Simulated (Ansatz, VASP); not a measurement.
## Ta: VASP beside Ansatz

```xyz
2
Lattice="0.0000 2.7643 2.7643 2.7643 0.0000 2.7643 2.7643 2.7643 0.0000" Properties=species:S:1:pos:R:3 pbc="T T T"
Ta    2.7643    2.7643    2.7643
Ta    4.1464    4.1464    4.1464
```

Alike in both runs: task relaxation of cell and atoms; functional PBEsol; k mesh 6 × 6 × 6; occupations gaussian, width 0.1 eV; no spin polarisation.

|  | VASP | Ansatz |
| --- | --- | --- |
| version | VASP 6.6.1 | Ansatz 0.2.0 |
| potentials or method | VASP PAW PBE potentials, release 64 (Ta_pv) | scalar-relativistic, plane waves, PAW |
| plane-wave cutoff (eV) | 600 | 420 |
| valence electrons in the cell | 22 | 26 |

|  | VASP | Ansatz | Ansatz less VASP |
| --- | --- | --- | --- |
| gap on the k mesh at the Fermi level, each at its own relaxed structure (eV) | none | none | - |
| relaxed volume (Å³/atom) | 27.11 | 26.92 | -0.191 |
| relaxed cell length with the largest relative difference (Å) | 4.248 | 4.238 | -0.0100 |
| energy change over the relaxation (meV/atom) | -450 | -434 | +15.7 |

A gap of «none» marks a metal or a gap that the smearing closes. The two sets of potentials don't hold the same shells in valence.

Caveats: the volume moved by over 15 % at a fixed basis, so the end points are rough (VASP); the PAW data sets were made with another functional, which shifts forces and pressure a little (VASP). Spin-orbit coupling is left out, which matters for the levels of Ta.
